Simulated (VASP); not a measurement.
# Settings for AlRu: mode Grüneisen parameters at the zone centre

AlRu, Pm-3m (no. 221), 2 atoms in the cell. PBE, mode Grueneisen parameters; PAW potentials Ru_pv, Al (PBE set). VASP 6.6.1.

Wanted: mode Grüneisen parameters within 0.05.

Geometry: relaxed with this functional.

The series start from Volume step (share): 0.01; Plane-wave cutoff (eV): 310; k mesh: 10x10x10; Smearing width (eV): 0.2; SCF threshold (eV): 1e-7; Precision mode: Accurate. Each series keeps the choices made before it, and each single choice may use up half of a tolerance. Times cover all steps of a run.

## Volume step (share)

| Volume step (share) | Mode Grüneisen parameters, largest deviation | Time (s) |
|---|---|---|
| 0.01 | 0.000 | 61 |
| 0.003 | 0.010 | 58 |
| 0.03 | 0.006 | 58 |
| 0.06 | 0.015 | 55 |

Chosen: 0.01; no other choice that stays within half of the tolerance saves 30 % of the time.

## Plane-wave cutoff (eV)

| Plane-wave cutoff (eV) | Mode Grüneisen parameters, largest deviation | Time (s) |
|---|---|---|
| 240 | 0.038 | 33 |
| 280 | 0.039 | 36 |
| 310 | 0.037 | 61 |
| 360 | 0.003 | 68 |
| 430 (reference) | 0.000 | 60 |

Chosen: 360, the loosest value from which every tighter one stays within half of the tolerance.

## k mesh

| k mesh | Mode Grüneisen parameters, largest deviation | Time (s) |
|---|---|---|
| 4x4x4 | 0.024 | 23 |
| 6x6x6 | 0.021 | 30 |
| 8x8x8 | 0.006 | 39 |
| 10x10x10 | 0.004 | 68 |
| 14x14x14 (reference) | 0.000 | 118 |

Chosen: 4x4x4.

## Smearing width (eV)

| Smearing width (eV) | Mode Grüneisen parameters, largest deviation | Time (s) |
|---|---|---|
| 0.2 | 0.000 | 23 |
| 0.1 | 0.007 | 23 |
| 0.05 | 0.007 | 21 |
| 0.3 | 0.005 | 24 |

Chosen: 0.2.

## SCF threshold (eV)

| SCF threshold (eV) | Mode Grüneisen parameters, largest deviation | Time (s) |
|---|---|---|
| 0.0001 | 0.036 | 16 |
| 1e-5 | 0.001 | 17 |
| 1e-6 | 0.009 | 19 |
| 1e-7 | 0.002 | 23 |
| 1e-8 (reference) | 0.000 | 23 |

Chosen: 1e-5.

## Precision mode

| Precision mode | Mode Grüneisen parameters, largest deviation | Time (s) |
|---|---|---|
| Accurate | 0.000 | 17 |
| Normal | 0.016 | 12 |
| Single | 0.039 | 14 |

Chosen: Normal, the fastest of those that stay within half of the tolerance.

## All choices together

| Input | Mode Grüneisen parameters, largest deviation | Time (s) |
|---|---|---|
| program defaults, KSPACING-like mesh of 0.5 per A (naive) | 0.011 | 8.4 |
| chosen settings | 0.037 | 12 |
| reference settings throughout | 0.000 | 124 |

The tolerance is met.

Values of the reference run: Mode Grüneisen parameters: 2.013, 2.013, 2.013.

## The input

INCAR:
```
SYSTEM = AlRu
  PREC = Normal
  ENCUT = 360
  EDIFF = 1E-5
  ISMEAR = 1
  SIGMA = 0.2
  LREAL = .False.
  LASPH = .True.
  ALGO = Normal
  NELM = 120
  LWAVE = .False.
  LCHARG = .False.
  GGA = PE
  KPAR = 2
  IBRION = 6
  NFREE = 2
  POTIM = 0.015
  NSW = 1
  ISIF = 2
```

KPOINTS:
```
Automatic mesh
0
Gamma
  4 4 4
  0 0 0
```

POSCAR.step1:
```
AlRu
 1.0000000000000000
     2.9928040166347145    0.0000000000000000    0.0000000000000000
     0.0000000000000000    2.9928040166347145    0.0000000000000000
    -0.0000000000000000    0.0000000000000000    2.9928040166347145
 Ru  Al
   1   1
Direct
  0.5000000000000000  0.5000000000000000  0.5000000000000000
  0.0000000000000000  0.0000000000000000  0.0000000000000000
```

POSCAR.step2:
```
AlRu
 1.0000000000000000
     3.0028470584025073    0.0000000000000000    0.0000000000000000
     0.0000000000000000    3.0028470584025073    0.0000000000000000
    -0.0000000000000000    0.0000000000000000    3.0028470584025073
 Ru  Al
   1   1
Direct
  0.5000000000000000  0.5000000000000000  0.5000000000000000
  0.0000000000000000  0.0000000000000000  0.0000000000000000
```

POSCAR.step3:
```
AlRu
 1.0000000000000000
     3.0128233677640490    0.0000000000000000    0.0000000000000000
     0.0000000000000000    3.0128233677640490    0.0000000000000000
    -0.0000000000000000    0.0000000000000000    3.0128233677640490
 Ru  Al
   1   1
Direct
  0.5000000000000000  0.5000000000000000  0.5000000000000000
  0.0000000000000000  0.0000000000000000  0.0000000000000000
```

Commands (each step's output is kept before the next begins):
```
cat potpaw_PBE.64/Ru_pv/POTCAR potpaw_PBE.64/Al/POTCAR > POTCAR
cp POSCAR.step1 POSCAR
mpirun -np 2 vasp_std > vasp.out
rm WAVECAR CHG
cp POSCAR.step2 POSCAR
mpirun -np 2 vasp_std > vasp.out
rm WAVECAR CHG
cp POSCAR.step3 POSCAR
mpirun -np 2 vasp_std > vasp.out
```

The naive input happens to agree within the tolerance here, in 8.4 s.

The chosen input took VASP 6.6.1 12 s on 2 cores (Intel Xeon 6975P-C (Granite Rapids)), a shared host.
